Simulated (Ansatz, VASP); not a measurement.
PbSe: VASP beside Ansatz

File INCAR:

```
ALGO     = Normal         # electronic algorithm
EDIFF    = 1E-8           # SCF threshold, eV
ENCUT    = 520            # plane-wave cutoff, eV
GGA      = PS             # functional
ISIF     = 2              # what is computed and relaxed
ISMEAR   = -1             # smearing method
LASPH    = True           # aspherical terms in the spheres
LCHARG   = False          # write CHGCAR
LEFG     = True         
LREAL    = False          # projectors in reciprocal space
LWAVE    = False          # write WAVECAR
NBANDS   = 17             # bands
NELM     = 60             # most SCF steps
PREC     = Accurate       # precision mode
SIGMA    = 0.01           # smearing width, eV
```

KPOINTS

```
k-points
0
Gamma
  9 9 9
```

The input POSCAR:

```
PbSe
1.0
    0.0000000000      3.0621500000      3.0315285000
    3.0621500000      0.0000000000      3.0315285000
    3.0621500000      3.0621500000      0.0000000000
Pb Se
1 1
Direct
    0.0000000000      0.0000000000      0.0000000000
    0.5000000000      0.5000000000      0.5000000000
```

Input for Ansatz:

```yaml
crystal:
  lattice:
    - [0.0, 3.06215, 3.0315285]
    - [3.06215, 0.0, 3.0315285]
    - [3.06215, 3.06215, 0.0]
  atoms:
    - { symbol: Pb, position: [0.0, 0.0, 0.0] }
    - { symbol: Se, position: [0.5, 0.5, 0.5] }
kpoints:
  mp_grid: { grid: [9, 9, 9] }
scf:
  occupations: { method: fermi_dirac, width: 0.01 }
hamiltonian:
  xc: pbesol
  pseudopotentials: { kind: all_electron, datasets: crystal }
output:
  forces: true
  stress: true
  eigenvalues: true
  efg: { contact_densities: true }
```

Change from the starting cell: zz strain of -1 %, crystal datasets.

Alike in both runs: task electric field gradients; functional PBEsol; k mesh 9 × 9 × 9; occupations fermi-dirac, width 0.01 eV; no spin polarisation.

```csv
,VASP,Ansatz
version,VASP 6.6.1,Ansatz 0.2.0
potentials or method,"VASP PAW PBE potentials, release 64 (Pb_d, Se)","all-electron PAW with datasets made for the crystal, scalar-relativistic"
plane-wave cutoff (eV),520,see its input
```

VASP gave:

- gap on the k mesh at the Fermi level (eV): 0.64
- pressure (GPa): 0.0
- largest component of the traceless stress (GPa): 0.86
- Vzz of the field gradient on the site that differs most (V/Å²): -31.5

**Question.** What did Ansatz give for the same quantities?

**Answer.** gap on the k mesh at the Fermi level (eV): 0.64; pressure (GPa): 0.0; largest component of the traceless stress (GPa): 0.86; Vzz of the field gradient on the site that differs most (V/Å²): -33.9.

Ansatz ran all-electron here, so the differences hold the error of VASP's frozen core and of both bases. Ansatz warned: «gradients_without_spin_orbit».

Caveats: the PAW data sets were made with another functional, which shifts forces and pressure a little (VASP); spin-orbit coupling is left out, which as a rule narrows the gap of such compounds by several tenths of an eV; an odd mesh through Γ misses points on the zone boundary, where band edges often lie.
